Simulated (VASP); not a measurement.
A run of VASP 6.6.1 is set up as follows.

INCAR

```
SYSTEM = Ca
PREC = Accurate ; ENCUT = 520
EDIFF = 1E-6 ; ISMEAR = -1
SIGMA = 0.1 ; LREAL = .False.
LASPH = .True. ; NELM = 100
ALGO = Fast ; ISIF = 2
LWAVE = .False. ; LCHARG = .True.
GGA = B5 ; ALDAX = 1.0
AGGAX = 1.0 ; AGGAC = 1.0
ALDAC = 0.0 ; LELF = .True.
LVHAR = .True. ; NBANDS = 28
```

The input KPOINTS:

```
Automatic mesh
0
Gamma
  11 11 3
  0 0 0
```

File POSCAR:

```
Ca
1.0
    3.7558074927      0.0000000000      0.0000000000
   -1.8779037463      3.2526247004      0.0000000000
    0.0000000000      0.0000000000     12.3079602464
Ca
4
Direct
    0.0000000000      1.0000000000      0.0000000000
    0.0000000000      1.0000000000      0.5000000000
    0.3333333333      0.6666666667      0.2500000000
    0.6666666667      0.3333333333      0.7500000000
```

Potentials or basis: VASP PAW PBE potentials, release 64 (Ca_sv).

Launch:

```bash
$ cat potpaw_PBE.64/Ca_sv/POTCAR > POTCAR
$ mpirun -np 1 vasp_std > vasp.out
```

(1) What does it give for the band gap on the k mesh?

(2) Estimate the pressure.

Answers

(1) none (metal or under the smearing width).

(2) 2.6 GPa.

Caveat: the PAW data sets were made with another functional, which shifts forces and pressure a little.
